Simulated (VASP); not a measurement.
The system is NiO.

```xyz
2
Lattice="0.0000 2.0859 2.0859 2.0859 0.0000 2.0859 2.0859 2.0859 0.0000" Properties=species:S:1:pos:R:3 pbc="T T T"
Ni    0.0000    0.0000    0.0000
O     2.0859    2.0859    2.0859
```

* Program: VASP 6.6.1
* Task: relaxation of cell and atoms
* Functional: PBE
* Potentials or basis: VASP PAW PBE potentials, release 54 (Ni, O)
* Cutoff: 580 eV
* k mesh: 11 × 11 × 11
* Occupations: fermi-dirac, width 0.05 eV
* Spin: collinear spin, ferromagnetic start
* Starting moments: [1.0, 0.0] μB

At the start: pressure 4.9 GPa; volume 9.08 Å³/atom.

Question: How do energy, volume and symmetry change on relaxing?

Answer: Over 3 steps the energy falls by 4.1 meV/atom and the volume is 9.35 Å³/atom (+3.0 %); space group Fm-3m (No. 225, to 0.05 Å); moment 1.77 μB per cell.

Step by step:
| step | energy change (eV) | largest force (eV/Å) | pressure (GPa) | volume (Å³) |
| --- | --- | --- | --- | --- |
| 1 | 0.0000 | 0.0000 | 4.88 | 18.15 |
| 2 | -0.0072 | 0.0000 | -1.79 | 18.89 |
| 3 | -0.0082 | 0.0000 | 0.07 | 18.69 |

Final structure:
```cif
data_structure
_symmetry_space_group_name_H-M 'P 1'
_symmetry_Int_Tables_number 1
_cell_length_a 2.9789
_cell_length_b 2.9789
_cell_length_c 2.9789
_cell_angle_alpha 60.000
_cell_angle_beta 60.000
_cell_angle_gamma 60.000
_cell_volume 18.69
loop_
_atom_site_label
_atom_site_type_symbol
_atom_site_fract_x
_atom_site_fract_y
_atom_site_fract_z
_atom_site_occupancy
Ni1 Ni 0.00000 0.00000 0.00000 1
O1 O 0.50000 0.50000 0.50000 1
```

Caveat: a cell with one magnetic atom can't hold antiferromagnetic order, which such compounds often take.
